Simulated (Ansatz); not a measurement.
A generator proposed this cell of InGa3P4.

```
CELL_PARAMETERS angstrom
3.84904 -5.44337 0.00000
3.84904 5.44337 0.00000
0.00000 0.00000 3.84904
ATOMIC_POSITIONS crystal
In 0.00000 0.00000 0.50000
Ga 0.00000 0.50000 0.00000
Ga 0.50000 0.50000 0.50000
Ga 0.50000 0.00000 0.00000
P 0.75000 0.75000 0.00000
P 0.75000 0.25000 0.50000
P 0.25000 0.75000 0.50000
P 0.25000 0.25000 0.00000
```

These are results of DFT PBE, scalar-relativistic, plane waves, PAW (Ansatz), not measurements. Cutoff 420 eV; k points 4×4×4 on the computed 8-atom cell (Γ-centred); Gaussian smearing, width 0.10 eV; no spin polarisation.

Energies over the elements count from the elements' standard structures at the same level, with no fitted energy shifts. The references include black phosphorus.

Question: How far from equilibrium is it?

Answer: The pressure is -6.1 GPa (the mean over three directions, positive in compression), the largest force is 0.63 eV/Å, and the energy is +0.09 eV/atom against the elements. The shortest distance is 2.72 Å.

Question: Is it a good guess?

Answer: A fair one: relaxing gains under 0.1 eV/atom (the start's value is from the coarse mesh, so the gain is rough) in 13 ionic steps and ends at 0.00 eV/atom on the finer mesh. The symmetry stays Cmmm (No. 65). The volume per atom shrinks by 9.7 %, from 20.2 to 18.2 Å³. The shortest distance goes from 2.72 Å (Ga–P and In–P) to 2.55 Å (Ga–P). Conventional cell: a = 7.449 Å, b = 10.535 Å, c = 3.711 Å. Around In lie 6 P at 2.71 Å; Ga on a site of symmetry 2/m is surrounded by 6 P at 2.63–2.64 Å; around P on a site of symmetry 2mm lie 4 Ga at 2.55–2.64 Å and 2 In at 2.71 Å; 2 more sites not described.

The last run used a 6×6×10 mesh (in the run's order of axes) for its 8-atom cell and Gaussian smearing of 0.10 eV. For metals, differences of a few meV/atom aren't resolved. The reference form of P is held partly by dispersion forces, which this level lacks. The relaxation can't lower the symmetry of the start, and the grade says only how near the guess is to its own end. Symmetry constrained the relaxation, so the result can be a saddle point. Another cell of InGa3P4 relaxed alike, in P-4m2, lies 0.37 eV/atom lower, so this cell isn't the stable form at this level.
